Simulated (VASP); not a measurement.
# Br (Cmce) in VASP: further runs, part 3 of 3

VASP 6.6.1. The steps go on from the part before.

## 5. Band structure, PBE

INCAR

```
SYSTEM = Br
ALGO = Fast
EDIFF = 1E-6
ENCUT = 520
GGA = PE
ISIF = 2
ISMEAR = 0
LASPH = .True.
LCHARG = .False.
LREAL = .False.
LWAVE = .False.
NELM = 80
PREC = Accurate
SIGMA = 0.02
```

KPOINTS

```
k-points
0
Gamma
  8 8 4
  0 0 0
```

POSCAR

```
Br
1.0
    3.3632500000     -2.3225500000      0.0000000000
    3.3632500000      2.3225500000      0.0000000000
    0.0000000000      0.0000000000      8.7023000000
Br
4
Direct
    0.3651000000      0.6349000000      0.3901000000
    0.1349000000      0.8651000000      0.8901000000
    0.6349000000      0.3651000000      0.6099000000
    0.8651000000      0.1349000000      0.1099000000
```

KPOINTS_OPT

```
path GXSRAZGYX1A1TY,ZT
20
line-mode
reciprocal
 0.0000000000  0.0000000000  0.0000000000  G
 0.3692207505 -0.3692207505  0.0000000000  X

 0.3692207505 -0.3692207505  0.0000000000  X
 0.0000000000 -0.5000000000  0.0000000000  S

 0.0000000000 -0.5000000000  0.0000000000  S
 0.0000000000 -0.5000000000 -0.5000000000  R

 0.0000000000 -0.5000000000 -0.5000000000  R
 0.3692207505 -0.3692207505 -0.5000000000  A

 0.3692207505 -0.3692207505 -0.5000000000  A
 0.0000000000  0.0000000000 -0.5000000000  Z

 0.0000000000  0.0000000000 -0.5000000000  Z
 0.0000000000  0.0000000000  0.0000000000  G

 0.0000000000  0.0000000000  0.0000000000  G
-0.5000000000 -0.5000000000  0.0000000000  Y

-0.5000000000 -0.5000000000  0.0000000000  Y
-0.3692207505 -0.6307792495  0.0000000000  X1

-0.3692207505 -0.6307792495  0.0000000000  X1
-0.3692207505 -0.6307792495 -0.5000000000  A1

-0.3692207505 -0.6307792495 -0.5000000000  A1
-0.5000000000 -0.5000000000 -0.5000000000  T

-0.5000000000 -0.5000000000 -0.5000000000  T
-0.5000000000 -0.5000000000  0.0000000000  Y

 0.0000000000  0.0000000000 -0.5000000000  Z
-0.5000000000 -0.5000000000 -0.5000000000  T
```

Potentials or basis: VASP PAW PBE potentials, release 64 (Br).

Started as:

```console
> cat potpaw_PBE.64/Br/POTCAR > POTCAR
> mpirun -np 1 vasp_std > vasp.out
```

OUTCAR:

```text
SYSTEM = Br
   EDIFF = 1E-6
   ENCUT = 520
   GGA = PE
   ISIF = 2
   ISMEAR = 0
   LASPH = .True.
   LREAL = .False.
   NELM = 80
   PREC = Accurate

 ion  position               nearest neighbor table
   1  0.365  0.635  0.390-   3 2.29
   2  0.135  0.865  0.890-   4 2.29
   3  0.635  0.365  0.610-   1 2.29
   4  0.865  0.135  0.110-   2 2.29

  LATTYP: Found a base centered orthorhombic cell.
 ALAT       =     4.6451000000
 B/A-ratio  =     1.4480850789
 C/A-ratio  =     1.8734365245

  Lattice vectors:

 A1 = (  -3.3632500000,  -2.3225500000,   0.0000000000)
 A2 = (   3.3632500000,  -2.3225500000,   0.0000000000)
 A3 = (   0.0000000000,   0.0000000000,   8.7023000000)

Analysis of symmetry for initial positions (statically):
=====================================================================
 Subroutine PRICEL returns:
 Original cell was already a primitive cell.

 Routine SETGRP: Setting up the symmetry group for a
 base centered orthorhombic supercell.

 Subroutine GETGRP returns: Found  8 space group operations
 (whereof  4 operations were pure point group operations)
 out of a pool of  8 trial point group operations.

The static configuration has the point symmetry C_2h.
 The point group associated with its full space group is D_2h.

Analysis of symmetry for dynamics (positions and initial velocities):
=====================================================================
 Subroutine PRICEL returns:
 Original cell was already a primitive cell.

 Routine SETGRP: Setting up the symmetry group for a
 base centered orthorhombic supercell.

 Subroutine GETGRP returns: Found  8 space group operations
 (whereof  4 operations were pure point group operations)
 out of a pool of  8 trial point group operations.
[... 117 lines left out ...]
   NELECT =      28.0000    total number of electrons
   NUPDOWN=      -1.0000    fix difference up-down
   EMIN   =  10.00;   EMAX   =-10.00  energy-range for DOS
   EFERMI =   0.00;   METHOD = LEGACY
   ISMEAR =     0;   SIGMA  =   0.02  broadening in eV -4-tet -1-fermi 0-gaus
   EFERMI_NEDOS =   21; number of points for ismear=-14 and -15
   IALGO  =     68    algorithm
   IMIX   =      4    mixing-type and parameters
     AMIX     =   0.40;   BMIX     =  1.00
     AMIX_MAG =   1.60;   BMIX_MAG =  1.00
  volume/ion in A,a.u.               =      33.99       229.36
  Fermi-wavevector in a.u.,A,eV,Ry     =   0.966788  1.826965 12.717090  0.934680
  Thomas-Fermi vector in A             =   2.096619
   LORBIT       =      0    0 simple, 1 ext, 2 COOP (PROOUT), +10 PAW based schemes
   GGA     = PE    functional components
   LHFCALC =     F    Hartree Fock is set to
   AEXX    =    0.0000 exact exchange contribution
   IVDW    =     0    specifies the selected vdW correction
   LEPSILON=     F    determine dielectric tensor
   LRPA    =     F    only Hartree local field effects (RPA)
 non-spin polarized calculation
 RMM-DIIS sequential band-by-band and
 Gauss-broadening in eV      SIGMA  =   0.02
  energy-cutoff  :      520.00
  volume of cell :      135.95
 maximum number of plane-waves:      3697
   NGX = 15   NGY = 15   NGZ = 33

 number of electron      27.9999999 magnetization

 Free energy of the ion-electron system (eV)
  ---------------------------------------------------
  ext. energy  EPLUGINS =         0.00000000
  ---------------------------------------------------
  free energy    TOTEN  =        -6.37232836 eV

  energy without entropy =       -6.37232836  energy(sigma->0) =       -6.37232836

 E-fermi :  -0.2143     XC(G=0):  -7.8581

 val. band max:       -0.3311144865   @ k =   0.5000  -0.0000   0.5000
 cond. band min:       1.5408335782   @ k =   0.1250  -0.0000   0.0000
 fundamental gap:      1.8719480647
 Fermi energy:        -0.2143299686

 k-point     1 :       0.0000    0.0000    0.0000
  band No.  band energies     occupation
      1     -16.2664      2.00000
      2     -15.9524      2.00000
      3     -13.4408      2.00000
      4     -12.7734      2.00000
      5      -5.2590      2.00000
      6      -4.2633      2.00000
[... 481 lines left out ...]
      5      -5.1611      2.00000
      6      -4.6406      2.00000
[... 10 lines left out ...]
     17       6.7450      0.00000
     18       7.0509      0.00000

 [... further k-points ...]
[... 5 lines left out ...]
  --------------------------------------------------------------------------------------
  -------------------------------------------------------------------------------------
  Total        1.0348228      1.0986662      2.5828286      0.0000000     -0.0000000      0.0000000
  in kB       12.1951819     12.9475644     30.4381249      0.0000000     -0.0000000      0.0000000
  external PRESSURE =      18.5269571 kB  Pullay stress =       0.0000000 kB

 VOLUME and BASIS-vectors are now :
 -----------------------------------------------------------------------------
  energy-cutoff  :      520.00
  volume of cell :      135.95
      direct lattice vectors                 reciprocal lattice vectors
     3.363250000 -2.322550000  0.000000000     0.148665725 -0.215280618  0.000000000
     3.363250000  2.322550000  0.000000000     0.148665725  0.215280618  0.000000000
     0.000000000  0.000000000  8.702300000     0.000000000  0.000000000  0.114912150

 POSITION                                       TOTAL-FORCE (eV/Angst)
 -----------------------------------------------------------------------------------
      3.36325      0.62662      3.39477         0.000000      0.424555     -0.774824
      3.36325      1.69593      7.74592         0.000000     -0.424555     -0.774824
      3.36325     -0.62662      5.30753         0.000000     -0.424555      0.774824
      3.36325     -1.69593      0.95638         0.000000      0.424555      0.774824
 -----------------------------------------------------------------------------------
    total drift:                               -0.000000      0.000000      0.000000

  FREE ENERGIE OF THE ION-ELECTRON SYSTEM (eV)
  ---------------------------------------------------
  free  energy   TOTEN  =        -6.3723283635 eV

  energy  without entropy=       -6.3723283635  energy(sigma->0) =       -6.37232836
```

stdout:

```text
POSCAR found type information on POSCAR Br
 POSCAR found :  1 types and       4 ions
 scaLAPACK will be used
 LDA part: xc-table for (Slater+PW92), standard interpolation
 POSCAR, INCAR and KPOINTS ok, starting setup
 FFT: planning ... GRIDC
 FFT: planning ... GRID_SOFT
 FFT: planning ... GRID
 WAVECAR not read
 entering main loop
 Start KPOINTS_OPT (optional k-point list driver)
k-point batch [1-63\240]
k-point batch [64-126\240]
k-point batch [127-189\240]
k-point batch [190-240\240]
```

Run time: 3.9 min. Hardware: 1 thread of Intel Xeon Platinum 8488C (Sapphire Rapids), shared host; peak memory 0.38 GiB.

What came out:

```yaml
Free_energy: -6.3723 eV
Pressure: 1.9 GPa
Largest_force: 0.884 eV/Å
Band_gap_on_the_k_mesh: 1.87 eV, indirect (least direct gap 1.92 eV)
Band_gap_along_the_path: 1.86 eV, indirect (least direct gap 1.91 eV)
```

Forces on the atoms (eV/Å):
```
Br   0.000  0.425 -0.775
Br   0.000 -0.425 -0.775
Br   0.000 -0.425  0.775
Br   0.000  0.425  0.775
```

Stress tensor (GPa, compression positive):
```
1.22 0.00 0.00
0.00 1.29 0.00
0.00 0.00 3.04
```

Levels at the corners of the path, in eV from the valence-band top:
```tsv
point	band 11	band 12	band 13	band 14	band 15	band 16	band 17	band 18
Γ	-0.94	-0.36	-0.09	-0.05	1.88	2.62	5.98	6.67
X	-1.15	-0.87	-0.33	-0.03	2.09	2.35	7.87	8.40
X	-1.15	-0.87	-0.33	-0.03	2.09	2.35	7.87	8.40
S	-0.81	-0.81	-0.25	-0.25	2.53	2.53	7.14	7.14
S	-0.81	-0.81	-0.25	-0.25	2.53	2.53	7.14	7.14
R	-0.53	-0.53	0.00	0.00	2.25	2.25	7.46	7.46
R	-0.53	-0.53	0.00	0.00	2.25	2.25	7.46	7.46
A	-0.54	-0.54	-0.49	-0.49	2.21	2.21	8.41	8.41
A	-0.54	-0.54	-0.49	-0.49	2.21	2.21	8.41	8.41
Z	-0.82	-0.82	-0.07	-0.07	2.10	2.10	6.68	6.68
Z	-0.82	-0.82	-0.07	-0.07	2.10	2.10	6.68	6.68
Γ	-0.94	-0.36	-0.09	-0.05	1.88	2.62	5.98	6.67
Γ	-0.94	-0.36	-0.09	-0.05	1.88	2.62	5.98	6.67
Y	-1.34	-1.15	-0.40	-0.03	1.93	2.30	7.32	7.58
Y	-1.34	-1.15	-0.40	-0.03	1.93	2.30	7.32	7.58
X1	-1.15	-0.87	-0.33	-0.03	2.09	2.35	7.87	8.40
X1	-1.15	-0.87	-0.33	-0.03	2.09	2.35	7.87	8.41
A1	-0.54	-0.54	-0.49	-0.49	2.21	2.21	8.41	8.42
A1	-0.54	-0.54	-0.49	-0.49	2.21	2.21	8.41	8.41
T	-0.92	-0.92	-0.63	-0.63	2.00	2.00	8.02	8.02
T	-0.92	-0.92	-0.63	-0.63	2.00	2.00	8.02	8.02
Y	-1.34	-1.15	-0.40	-0.03	1.93	2.30	7.32	7.58
Z	-0.82	-0.82	-0.07	-0.07	2.10	2.10	6.68	6.68
T	-0.92	-0.92	-0.63	-0.63	2.00	2.00	8.02	8.02
```

## 6. Summary

| task | level | potentials or basis | k mesh | cutoff (eV) | smearing | ladder | GW scheme | GW iterations | cutoff of the response function | frequency points | gap on the mesh (eV) | pressure (GPa) | largest force (eV/Å) |
| --- | --- | --- | --- | --- | --- | --- | --- | --- | --- | --- | --- | --- | --- |
| evGW0 quasiparticle levels | PBE | VASP PAW PBE potentials, release 64 (Br_GW) | 4 × 4 × 2 | 500 | gaussian 0.01 eV | free | evGW0 | 4 | 120 | 50 | - | - | - |
| G0W0 quasiparticle levels | PBE | VASP PAW PBE potentials, release 64 (Br_GW) | 4 × 4 × 2 | 500 | gaussian 0.01 eV | free | G0W0 | 1 | 120 | 50 | - | - | - |
| band structure | LDA | VASP PAW LDA potentials, release 64 (Br) | 8 × 8 × 4 | 520 | gaussian 0.02 eV | gaps | - | - | - | - | 1.73 | -1.2 | 0.73 |
| band structure | PBE | VASP PAW PBE potentials, release 64 (Br) | 8 × 8 × 4 | 520 | gaussian 0.02 eV | gaps | - | - | - | - | 1.87 | 1.9 | 0.88 |

Alike in all rows: no spin polarisation; cell as given.

Caveats: bands, screening cutoff and mesh are small and nothing is extrapolated, so the quasiparticle values aren't converged (some runs).

Total energies depend on the potentials used, so only differences within one code and one set of settings carry meaning.
